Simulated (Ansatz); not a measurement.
Cu (bcc type) under strong compression

```yaml
crystal:
  lattice:
    - [-1.44259, 1.44259, 1.44259]
    - [1.44259, -1.44259, 1.44259]
    - [1.44259, 1.44259, -1.44259]
  atoms:
    - { symbol: Cu, position: [0.00000, 0.00000, 0.00000] }
```

The cell comes from a relaxation on PAW files under the same functional, begun from a prototype that needn't be the stable phase.

Its volume is scaled at fixed shape and fractional positions.

Level of theory: DFT with PBE, scalar-relativistic, in Ansatz 0.2.0; a Γ-centred 18×18×18 k mesh, Fermi–Dirac smearing of 0.1 eV, no spin polarisation. LAPW: all electrons, basis error target 1 meV/atom; PAW: frozen-core files, cutoff 420 eV; crystal datasets: all electrons, by PAW datasets that the program makes for each cell; norm-conserving: pseudopotentials, cutoff 1252 eV; PAW (partial waves polarizable): frozen-core files, cutoff 420 eV.

Energies are extrapolated to zero smearing and count from the unscaled cell; pressure is positive in compression; gaps take the mesh and a band path. No temperature or zero-point motion is included.

```json
{"V/V0": "1.00", "V (Å³/atom)": "12.01", "P LAPW (GPa)": "-0.01", "ΔE LAPW (eV/atom)": "0.000", "P PAW − LAPW (GPa)": "0.01", "ΔE PAW − LAPW (meV/atom)": "0.0"}
{"V/V0": "0.88", "V (Å³/atom)": "10.57", "P LAPW (GPa)": "24.4", "ΔE LAPW (eV/atom)": "0.096", "P PAW − LAPW (GPa)": "-0.05", "ΔE PAW − LAPW (meV/atom)": "-0.1"}
{"V/V0": "0.78", "V (Å³/atom)": "9.37", "P LAPW (GPa)": "?", "ΔE LAPW (eV/atom)": "?", "P PAW − LAPW (GPa)": "?", "ΔE PAW − LAPW (meV/atom)": "?"}
{"V/V0": "0.68", "V (Å³/atom)": "8.17", "P LAPW (GPa)": "140.0", "ΔE LAPW (eV/atom)": "1.145", "P PAW − LAPW (GPa)": "-0.27", "ΔE PAW − LAPW (meV/atom)": "-2.4"}
{"V/V0": "0.58", "V (Å³/atom)": "6.96", "P LAPW (GPa)": "291.8", "ΔE LAPW (eV/atom)": "2.694", "P PAW − LAPW (GPa)": "-0.43", "ΔE PAW − LAPW (meV/atom)": "-5.0"}
{"V/V0": "0.50", "V (Å³/atom)": "6.00", "P LAPW (GPa)": "531.2", "ΔE LAPW (eV/atom)": "5.084", "P PAW − LAPW (GPa)": "-0.76", "ΔE PAW − LAPW (meV/atom)": "-8.4"}
{"V/V0": "0.43", "V (Å³/atom)": "5.16", "P LAPW (GPa)": "926.5", "ΔE LAPW (eV/atom)": "8.799", "P PAW − LAPW (GPa)": "-3.23", "ΔE PAW − LAPW (meV/atom)": "-16.2"}
```

**Question.** Fit the Vinet equation to the LAPW pressures shown (residuals weighted by 1/(|P| + 0.03·Pmax)), and predict the pressure of the withheld row.

**Answer.** The fit gives V0 = 12.02 Å³/atom, B0 = 129 GPa and B0′ = 5.62. At 9.37 Å³/atom, x = (V/V0)^(1/3) = 0.9202, and P = 3·B0·(1 − x)/x²·exp[1.5·(B0′ − 1)·(1 − x)] = 63.6 GPa. The run itself gave 64.2 GPa (-0.9 % off) and ΔE = 0.412 eV/atom.

**Question.** At the smallest volume, how far do crystal datasets and norm-conserving and PAW (partial waves polarizable) lie from LAPW in pressure?

**Answer.** crystal datasets: -0.01 GPa; norm-conserving: +0.35 GPa; PAW (partial waves polarizable): -3.25 GPa, on a LAPW pressure of 926.5 GPa.

**Question.** How do the Löwdin populations by LAPW change from the unscaled cell to the last row?

**Answer.** Cu 3s 1.99 → 1.95 electrons an atom. These are projections on the shells that the free atoms fill; 0.16 e a cell lies outside them at the start and 0.17 e at the end.
